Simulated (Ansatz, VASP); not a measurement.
**Ta: VASP beside Ansatz**

INCAR

```
ALGO = Fast ; EDIFF = 1E-7
ENCUT = 520 ; GGA = CA
ISIF = 2 ; ISMEAR = 0
LASPH = True ; LCHARG = False
LREAL = False ; LWAVE = False
NBANDS = 12 ; NELM = 100
PREC = Accurate ; SIGMA = 0.15
```

The input KPOINTS:

```
k-points
0
Gamma
  20 20 20
```

POSCAR

```
Ta
1.0
   -1.6512800000      1.6512800000      1.6017416000
    1.6512800000     -1.6512800000      1.6017416000
    1.6512800000      1.6512800000     -1.6017416000
Ta
1
Direct
    0.0000000000      0.0000000000      0.0000000000
```

Input for Ansatz:

```yaml
crystal:
  lattice:
    - [-1.65128, 1.65128, 1.6017416]
    - [1.65128, -1.65128, 1.6017416]
    - [1.65128, 1.65128, -1.6017416]
  atoms:
    - { symbol: Ta, position: [0.0, 0.0, 0.0] }
basis:
  ecutwfc: 420
kpoints:
  mp_grid: { grid: [20, 20, 20] }
hamiltonian:
  xc: lda
scf:
  occupations: { method: gaussian, width: 0.15 }
output:
  forces: true
  stress: true
  eigenvalues: true
```

Change from the starting cell: strain +0.000 along x and y, -0.030 along z, atoms carried along.

Alike in both runs: task single point; functional LDA; k mesh 20 × 20 × 20; occupations gaussian, width 0.15 eV; no spin polarisation.

|  | VASP | Ansatz |
| --- | --- | --- |
| version | VASP 6.6.1 | Ansatz 0.2.0 |
| potentials or method | VASP PAW LDA potentials, release 64 (Ta_pv) | scalar-relativistic, plane waves, PAW |
| plane-wave cutoff (eV) | 520 | 420 |
| valence electrons in the cell | 11 | 13 |

|  | VASP | Ansatz | Ansatz less VASP |
| --- | --- | --- | --- |
| gap on the k mesh at the Fermi level (eV) | none | none | - |
| pressure (GPa) | -2.0 | -2.9 | -0.84 |
| largest component of the traceless stress (GPa) | 2.54 | 2.54 | -0.002 |

A gap of «none» marks a metal or a gap that the smearing closes. The two sets of potentials don't hold the same shells in valence.

Spin-orbit coupling is left out, which matters for the levels of Ta.
